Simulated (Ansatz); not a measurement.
Ionic part of the dielectric constant of MgO at 12 GPa, mode by mode

All numbers below come from DFT PBEsol, scalar-relativistic, plane waves, PAW (Ansatz). Cutoff 420 eV, 10×10×10 k-points (Γ-centred), fixed occupations. No spin polarisation. Phonons by linear response, acoustic sum rule imposed.

The structure is cubic, space group Fm-3m (No. 225). The conventional cell has a = 4.122 Å, b = 4.122 Å, c = 4.122 Å, α = 90.00°, β = 90.00°, γ = 90.00°. Mg (site symmetry m-3m) is surrounded by 6 O at 2.06 Å. O (site symmetry m-3m) has 6 Mg at 2.06 Å as nearest neighbours.

The primitive cell has V = 17.51 Å³ and ε∞,zz = 3.172. Each polar mode adds Δε = (4.92064×10⁷/V)·S/ν² along z, with S its oscillator strength in e²/amu, ν in cm⁻¹ and V in Å³.

Question: From these modes, find each Δε and ε0,zz.
| ν (cm⁻¹) | S_zz (e²/amu) |
| --- | --- |
| 450.1 | 0.395 |

Answer:
```csv
ν (cm⁻¹),Δε
450.1,5.48
```

The sum is 5.481, so ε0,zz = 8.65; the run's tensor has 8.65.

Question: Where do the longitudinal modes lie for a wave vector along z?

Answer: At 743 cm⁻¹. The Lyddane–Sachs–Teller product Π(ν_LO/ν_TO)² = 2.73 matches ε0/ε∞ = 2.73.

Cost: 1 run of about 0.083 core-minutes, on Intel Xeon 6975P-C (Granite Rapids) (shared hosts).

Lattice polarisation dominates the static response of compressed MgO: the single polar mode contributes 5.48 to an ε0,zz of 8.65, more than the whole electronic constant of 3.172. Rock salt has only one infrared-active optical branch at the zone centre, triply degenerate, so this mode carries the entire ionic term and the response is isotropic. Its oscillator strength, taken with the reduced mass of the Mg–O pair, implies Born charges close to the formal divalent ones, as expected for a strongly ionic oxide with little dynamical charge transfer. The large separation between 450.1 and 743 cm⁻¹ has the same origin: the longitudinal displacement sets up a macroscopic field that adds to the restoring force, and electronic screening is too weak to suppress it. The Lyddane–Sachs–Teller agreement therefore confirms internal consistency rather than accuracy against experiment. Compression normally stiffens the transverse mode and so lowers the ionic term, but a single pressure cannot show that trend.
